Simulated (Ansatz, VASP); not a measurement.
# WC in VASP and in Ansatz

```
W C
1.0
     2.92177    0.00000    0.00000
    -1.46089    2.53033    0.00000
     0.00000    0.00000    2.84708
W C
1 1
Direct
  0.00000 0.00000 0.00000
  0.66667 0.33333 0.50000
```

Alike in both runs: functional PBE; k mesh 18 × 18 × 14; occupations gaussian, width 0.1 eV; no spin polarisation.

Ansatz relaxed the structure, and its values are those at the end. VASP's run is a single point on that final structure, the one shown.

|  | VASP | Ansatz |
| --- | --- | --- |
| version | VASP 6.6.1 | Ansatz 0.2.0 |
| potentials or method | VASP PAW PBE potentials, release 64 (W_sv, C) | scalar-relativistic, plane waves, PAW |
| plane-wave cutoff (eV) | 520 | 420 |
| valence electrons in the cell | 18 | 18 |

VASP gave:

```
gap on the k mesh at the Fermi level (eV) : none
pressure (GPa)                            : 1.1
```

Which values does Ansatz return?

gap on the k mesh at the Fermi level (eV): none; pressure (GPa): 0.0.

A gap of «none» marks a metal or a gap that the smearing closes.

Spin-orbit coupling is left out, which matters for the levels of W.
